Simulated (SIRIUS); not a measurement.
TaS2 under changes of volume

One of the cells (19.364 Å³/atom); the others are scaled copies at fixed shape and fractional positions:

```
Ta S
1.0
     3.37219    0.00000    0.00000
    -1.68609    2.92040    0.00000
     0.00000    0.00000    5.89881
Ta S
1 2
Direct
  0.00000 0.00000 0.00000
  0.33333 0.66667 0.25000
  0.66667 0.33333 0.75000
```

* Program: SIRIUS 7.10.0
* Functional: PBE
* Potentials or basis: PseudoDojo 0.4.1 PBE standard (scalar relativistic)
* Cutoff: 807 eV
* Density cutoff: 3227 eV
* k mesh: 9 × 9 × 5
* Occupations: fermi-dirac, width 0.05 eV
* Spin: no spin polarisation

```tsv
volume (Å³/atom)	energy over the lowest point (meV/atom)	pressure (GPa)	largest force (eV/Å)
17.845	?	?	?
18.225	92.40	16.0	1.966
18.605	58.82	12.4	1.579
19.364	15.74	6.0	0.880
19.744	4.78	3.3	0.566
20.123	0.00	0.8	0.272
```

Problem. What does the run at 17.845 Å³/atom give?

Solution. Energy over the lowest point 135.11 meV/atom; pressure 20.1 GPa; largest force 2.383 eV/Å.

Worked out: A Birch-Murnaghan fit of order 3 (a polynomial in V^(-2/3)) to the other rows has its minimum at 20.25 Å³/atom, just outside them, with B0 = V·E''(V) = 123 GPa and B' = 4.0 at fixed shape and positions, which overstates the stiffness. It gives 135.11 meV/atom at 17.845 Å³/atom, against the run's 135.11, and -dE/dV = 20.1 GPa, against 20.1.

Energies are extrapolated to zero smearing.

Caveats: this functional lacks dispersion, which binds the layers, so the pressure and a relaxed spacing across them are unreliable; forces of over 1 eV/Å show positions far from the minimum, so gaps and moduli don't describe the material at rest (some runs).
